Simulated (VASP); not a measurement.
# CaF2 (k06) (Fm-3m) in VASP: single point with PBEsol

Aim: the single point of CaF2 (k06) with PBEsol.

Program: VASP 6.6.1. These are calculated values, not measurements. Logs are shortened: lines on timing, memory, paths and dates and some standing lists are left out, and cuts for length are marked.

## Step 1: The structure

It takes space group Fm-3m (No. 225, cubic). Conventional cell: a = 5.421 Å, b = 5.421 Å, c = 5.421 Å, α = 90.00°, β = 90.00°, γ = 90.00°. Ca (site symmetry m-3m) is surrounded by 8 F at 2.35 Å. Around F (site symmetry -43m) lie 4 Ca at 2.35 Å.

## Step 2: Single point, PBEsol

INCAR reads:

```
PREC = Accurate
ENCUT = 520
EDIFF = 1E-6
ISMEAR = 0
SIGMA = 0.02
LREAL = False
LASPH = True
NELM = 100
ALGO = Fast
ISIF = 2
LWAVE = False
LCHARG = True
GGA = PS
LELF = True
LVHAR = True
NBANDS = 19
```

KPOINTS reads:

```
regular mesh
0
Gamma
  12 12 12
```

POSCAR reads:

```
CaF2
1.0
    0.0000000000      2.7103834723      2.7103834723
    2.7103834723      0.0000000000      2.7103834723
    2.7103834723      2.7103834723      0.0000000000
Ca F
1 2
Direct
    0.0000000000      0.0000000000      0.0000000000
    0.2500000000      0.2500000000      0.2500000000
    0.7500000000      0.7500000000      0.7500000000
```

Potentials or basis: VASP PAW PBE potentials, release 64 (Ca_sv, F).

Command:

```sh
$ cat potpaw_PBE.64/Ca_sv/POTCAR potpaw_PBE.64/F/POTCAR > POTCAR
$ mpirun -np 1 vasp_std > vasp.out
```

OUTCAR:

```text
PREC = Accurate
   ENCUT = 520
   EDIFF = 1E-6
   ISMEAR = 0
   LREAL = False
   LASPH = True
   NELM = 100
   ISIF = 2
   GGA = PS

 ion  position               nearest neighbor table
   1  0.000  0.000  0.000-   3 2.35   3 2.35   3 2.35   2 2.35   3 2.35   2 2.35   2 2.35   2 2.35

   2  0.250  0.250  0.250-   1 2.35   1 2.35   1 2.35   1 2.35
   3  0.750  0.750  0.750-   1 2.35   1 2.35   1 2.35   1 2.35

  LATTYP: Found a face centered cubic cell.
 ALAT       =     5.4207669446

  Lattice vectors:

 A1 = (   0.0000000000,   2.7103834723,   2.7103834723)
 A2 = (   2.7103834723,   0.0000000000,   2.7103834723)
 A3 = (   2.7103834723,   2.7103834723,   0.0000000000)

Analysis of symmetry for initial positions (statically):
=====================================================================
 Subroutine PRICEL returns:
 Original cell was already a primitive cell.

 Routine SETGRP: Setting up the symmetry group for a
 face centered cubic supercell.

 Subroutine GETGRP returns: Found 48 space group operations
 (whereof 48 operations were pure point group operations)
 out of a pool of 48 trial point group operations.

The static configuration has the point symmetry O_h .

Analysis of symmetry for dynamics (positions and initial velocities):
=====================================================================
 Subroutine PRICEL returns:
 Original cell was already a primitive cell.

 Routine SETGRP: Setting up the symmetry group for a
 face centered cubic supercell.

 Subroutine GETGRP returns: Found 48 space group operations
 (whereof 48 operations were pure point group operations)
 out of a pool of 48 trial point group operations.

The dynamic configuration has the point symmetry O_h .

 Subroutine INISYM returns: Found 48 space group operations
 (whereof 48 operations are pure point group operations),
 and found     1 'primitive' translations

----------------------------------------------------------------------------------------

                                     Primitive cell

  volume of cell :      39.8219

  direct lattice vectors                    reciprocal lattice vectors
     0.000000000  2.710383472  2.710383472    -0.184475741  0.184475741  0.184475741
     2.710383472  0.000000000  2.710383472     0.184475741 -0.184475741  0.184475741
     2.710383472  2.710383472  0.000000000     0.184475741  0.184475741 -0.184475741

  length of vectors
     3.833061066  3.833061066  3.833061066     0.319521357  0.319521357  0.319521357

  position of ions in fractional coordinates (direct lattice)
     0.000000000  0.000000000  0.000000000
     0.250000000  0.250000000  0.250000000
     0.750000000  0.750000000  0.750000000

  ion indices of the primitive-cell ions
   primitive index   ion index
                 1           1
                 2           2
                 3           3

----------------------------------------------------------------------------------------

 KPOINTS: regular mesh

Automatic generation of k-mesh.
 Grid dimensions read from file:
 generate k-points for:   12   12   12

 Generating k-lattice:

  Cartesian coordinates                     Fractional coordinates (reciprocal lattice)
    -0.015372978  0.015372978  0.015372978     0.083333333  0.000000000  0.000000000
     0.015372978 -0.015372978  0.015372978     0.000000000  0.083333333  0.000000000
     0.015372978  0.015372978 -0.015372978     0.000000000  0.000000000  0.083333333

  Length of vectors
     0.026626780  0.026626780  0.026626780

  Shift w.r.t. Gamma in fractional coordinates (k-lattice)
     0.000000000  0.000000000  0.000000000

 Subroutine IBZKPT returns following result:
 ===========================================

 Found     72 irreducible k-points:

 Following reciprocal coordinates:
            Coordinates               Weight
  0.000000  0.000000  0.000000      1.000000
  0.083333  0.000000  0.000000      8.000000
  0.166667  0.000000  0.000000      8.000000
  0.250000  0.000000  0.000000      8.000000
  0.333333  0.000000  0.000000      8.000000
  0.416667  0.000000  0.000000      8.000000
[... 16 lines left out ...]
  0.500000  0.166667  0.000000     24.000000
 -0.416667  0.166667  0.000000     24.000000
 [... further k-points ...]
   k-points           NKPTS =     72   k-points in BZ     NKDIM =     72   number of bands    NBANDS=     19
   number of dos      NEDOS =    301   number of ions     NIONS =      3
   total plane-waves  NPLWV =  27000
   dimension x,y,z NGX =    30 NGY =   30 NGZ =   30
   dimension x,y,z NGXF=    60 NGYF=   60 NGZF=   60
   ions per type =               1   2
   NGX,Y,Z   is equivalent  to a cutoff of  13.01, 13.01, 13.01 a.u.
   NGXF,Y,Z  is equivalent  to a cutoff of  26.02, 26.02, 26.02 a.u.
 SYSTEM =  unknown system
   PREC   = accura    normal or accurate (medium, high low for compatibility)
   ISTART =      0    job   : 0-new  1-cont  2-samecut
   ICHARG =      2    charge: 1-file 2-atom 10-const
   ISPIN  =      1    spin polarized calculation?
   LNONCOLLINEAR =      F non collinear calculations
   LSORBIT =      F    spin-orbit coupling
   LASPH  =      T    aspherical Exc in radial PAW
   ENCUT  =  520.0 eV  38.22 Ry    6.18 a.u.   7.13  7.13  7.13*2*pi/ulx,y,z
   NELM   =    100;   NELMIN=  2; NELMDL= -5     # of ELM steps
   EDIFF  = 0.1E-05   stopping-criterion for ELM
   LREAL  =      F    real-space projection
   EDIFFG = 0.1E-04   stopping-criterion for IOM
   NSW    =      0    number of steps for IOM
   IBRION =     -1    ionic relax: 0-MD 1-quasi-New 2-CG
   NFREE  =      0    steps in history (QN), initial steepest desc. (CG)
   ISIF   =      2    stress and relaxation
   ISYM   =      2    0-nonsym 1-usesym 2-fastsym
   POTIM  = 0.5000    time-step for ionic-motion
   TEBEG  =    0.0;   TEEND  =   0.0 temperature during run
   PSTRESS=    0.0 pullay stress
   NELECT =      24.0000    total number of electrons
   NUPDOWN=      -1.0000    fix difference up-down
   EMIN   =  10.00;   EMAX   =-10.00  energy-range for DOS
   EFERMI =   0.00;   METHOD = LEGACY
   ISMEAR =     0;   SIGMA  =   0.02  broadening in eV -4-tet -1-fermi 0-gaus
   EFERMI_NEDOS =   21; number of points for ismear=-14 and -15
   IALGO  =     68    algorithm
   IMIX   =      4    mixing-type and parameters
     AMIX     =   0.40;   BMIX     =  1.00
     AMIX_MAG =   1.60;   BMIX_MAG =  1.00
  volume/ion in A,a.u.               =      13.27        89.58
  Fermi-wavevector in a.u.,A,eV,Ry     =   1.382838  2.613184 26.017602  1.912240
  Thomas-Fermi vector in A             =   2.507492
   LORBIT       =      0    0 simple, 1 ext, 2 COOP (PROOUT), +10 PAW based schemes
   GGA     = PS    functional components
   LHFCALC =     F    Hartree Fock is set to
   AEXX    =    0.0000 exact exchange contribution
   IVDW    =     0    specifies the selected vdW correction
   LEPSILON=     F    determine dielectric tensor
   LRPA    =     F    only Hartree local field effects (RPA)
 non-spin polarized calculation
 RMM-DIIS sequential band-by-band and
 Gauss-broadening in eV      SIGMA  =   0.02
  energy-cutoff  :      520.00
  volume of cell :       39.82
 maximum number of plane-waves:      1090
 NGX is ok and might be reduce to    30
   NGX = 15   NGY = 15   NGZ = 15

 number of electron      23.9999982 magnetization

 Free energy of the ion-electron system (eV)
  ---------------------------------------------------
  ext. energy  EPLUGINS =         0.00000000
  ---------------------------------------------------
  free energy    TOTEN  =       -17.89992867 eV

  energy without entropy =      -17.89992867  energy(sigma->0) =      -17.89992867

 E-fermi :  -0.8678     XC(G=0): -10.0157

 val. band max:       -0.9591975997   @ k =   0.5000   0.5000   0.0000
 cond. band min:       6.2628229447   @ k =   0.0000   0.0000   0.0000
 fundamental gap:      7.2220205444
 Fermi energy:        -0.8678041764

 k-point     1 :       0.0000    0.0000    0.0000
  band No.  band energies     occupation
      1     -36.6666      2.00000
      2     -20.8382      2.00000
      3     -20.0133      2.00000
      4     -17.6907      2.00000
      5     -17.6907      2.00000
      6     -17.6907      2.00000
[... 11 lines left out ...]
     18      10.4424      0.00000
     19      15.9773      0.00000

 k-point     2 :       0.0833    0.0000    0.0000
  band No.  band energies     occupation
      1     -36.6639      2.00000
      2     -20.8587      2.00000
      3     -20.0316      2.00000
      4     -17.6939      2.00000
      5     -17.6939      2.00000
      6     -17.6576      2.00000
[... 11 lines left out ...]
     18      10.4225      0.00000
     19      15.6305      0.00000

 k-point     3 :       0.1667    0.0000    0.0000
  band No.  band energies     occupation
      1     -36.6567      2.00000
      2     -20.9072      2.00000
      3     -20.0913      2.00000
      4     -17.7028      2.00000
      5     -17.7028      2.00000
      6     -17.5648      2.00000
[... 11 lines left out ...]
     18      10.3683      0.00000
     19      14.8435      0.00000

 k-point     4 :       0.2500    0.0000    0.0000
  band No.  band energies     occupation
      1     -36.6467      2.00000
      2     -20.9544      2.00000
      3     -20.1941      2.00000
      4     -17.7148      2.00000
      5     -17.7148      2.00000
      6     -17.4333      2.00000
[... 407 lines left out ...]
     18      10.6155      0.00000
     19      13.6551      0.00000

 k-point    23 :       0.5000    0.1667    0.0000
  band No.  band energies     occupation
      1     -36.6235      2.00000
      2     -20.9584      2.00000
      3     -20.5468      2.00000
      4     -17.7569      2.00000
      5     -17.6173      2.00000
      6     -17.2181      2.00000
[... 11 lines left out ...]
     18      10.9772      0.00000
     19      13.2441      0.00000

 k-point    24 :      -0.4167    0.1667    0.0000
  band No.  band energies     occupation
      1     -36.6229      2.00000
      2     -20.9259      2.00000
      3     -20.5964      2.00000
      4     -17.7507      2.00000
      5     -17.5980      2.00000
      6     -17.2285      2.00000
[... 11 lines left out ...]
     18      11.0842      0.00000
     19      13.1873      0.00000

 [... further k-points ...]

------------------------ aborting loop because EDIFF is reached ----------------------------------------

  FORCE on cell =-STRESS in cart. coord.  units (eV):
  Direction    XX          YY          ZZ          XY          YZ          ZX
  --------------------------------------------------------------------------------------
  -------------------------------------------------------------------------------------
  Total        0.0617746      0.0617746      0.0617746      0.0000000      0.0000000      0.0000000
  in kB        2.4854099      2.4854099      2.4854099      0.0000000      0.0000000      0.0000000
  external PRESSURE =       2.4854099 kB  Pullay stress =       0.0000000 kB

 VOLUME and BASIS-vectors are now :
 -----------------------------------------------------------------------------
  energy-cutoff  :      520.00
  volume of cell :       39.82
      direct lattice vectors                 reciprocal lattice vectors
     0.000000000  2.710383472  2.710383472    -0.184475741  0.184475741  0.184475741
     2.710383472  0.000000000  2.710383472     0.184475741 -0.184475741  0.184475741
     2.710383472  2.710383472  0.000000000     0.184475741  0.184475741 -0.184475741

 POSITION                                       TOTAL-FORCE (eV/Angst)
 -----------------------------------------------------------------------------------
      0.00000      0.00000      0.00000        -0.000000     -0.000000      0.000000
      1.35519      1.35519      1.35519         0.000000      0.000000      0.000000
      4.06558      4.06558      4.06558        -0.000000     -0.000000     -0.000000
 -----------------------------------------------------------------------------------
    total drift:                                0.000000     -0.000000      0.000000

  FREE ENERGIE OF THE ION-ELECTRON SYSTEM (eV)
  ---------------------------------------------------
  free  energy   TOTEN  =       -17.8999286718 eV

  energy  without entropy=      -17.8999286718  energy(sigma->0) =      -17.89992867
```

Run time: 73 s. Hardware: 1 thread of Intel Xeon Platinum 8488C (Sapphire Rapids), shared host; peak memory 0.19 GiB.

What came out:

```
Free energy            : -17.8999 eV
Pressure               : 0.2 GPa
Band gap on the k mesh : 7.22 eV, indirect (least direct gap 7.48 eV)
```

Caveat: the PAW data sets were made with another functional, which shifts forces and pressure a little. A k mesh can miss the band edges.
